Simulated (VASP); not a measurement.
Wanted: the native input for a VASP 6.6.1 run.

```yaml
Task: single point
Functional: LDA
Potentials_or_basis: VASP PAW LDA potentials, release 64 (Li_sv, S)
Cutoff: 520 eV
k_mesh: 6 × 6 × 6
Occupations: gaussian, width 0.01 eV
Spin: no spin polarisation
Dipole_correction: no
Further_INCAR_settings: ALGO = Normal; EDIFF = 1e-06; NBANDS = 13
```

The structure of Li2S lies in POSCAR:

```
Li2S
1.0
    0.0000000000      2.8529828885      2.8529828885
    2.8529828885      0.0000000000      2.8529828885
    2.8529828885      2.8529828885      0.0000000000
Li S
2 1
Direct
    0.2500000000      0.2500000000      0.2500000000
    0.7500000000      0.7500000000      0.7500000000
    0.0000000000      0.0000000000      0.0000000000
```

These files were run (other wordings do the same):

INCAR

```
SYSTEM = Li2S
  PREC = Accurate
  ENCUT = 520
  EDIFF = 1E-6
  ISMEAR = 0
  SIGMA = 0.01
  LREAL = .FALSE.
  LASPH = .TRUE.
  NELM = 100
  ALGO = Normal
  ISIF = 2
  LWAVE = .FALSE.
  LCHARG = .FALSE.
  NBANDS = 13
```

KPOINTS

```
regular mesh
0
G
  6 6 6
  0 0 0
```

Potentials or basis: VASP PAW LDA potentials, release 64 (Li_sv, S).

Run with:

```bash
$ cat potpaw_LDA.64/Li_sv/POTCAR potpaw_LDA.64/S/POTCAR > POTCAR
$ mpirun -np 1 vasp_std > vasp.out
```

It gave:

```json
{
  "Band gap on the k mesh": "3.17 eV, indirect (least direct gap 4.05 eV)"
}
```

Run time: 7.6 s on 1 thread of Intel(R) Xeon(R) 6975P-C (Granite Rapids) (shared host), peak memory 0.13 GiB.
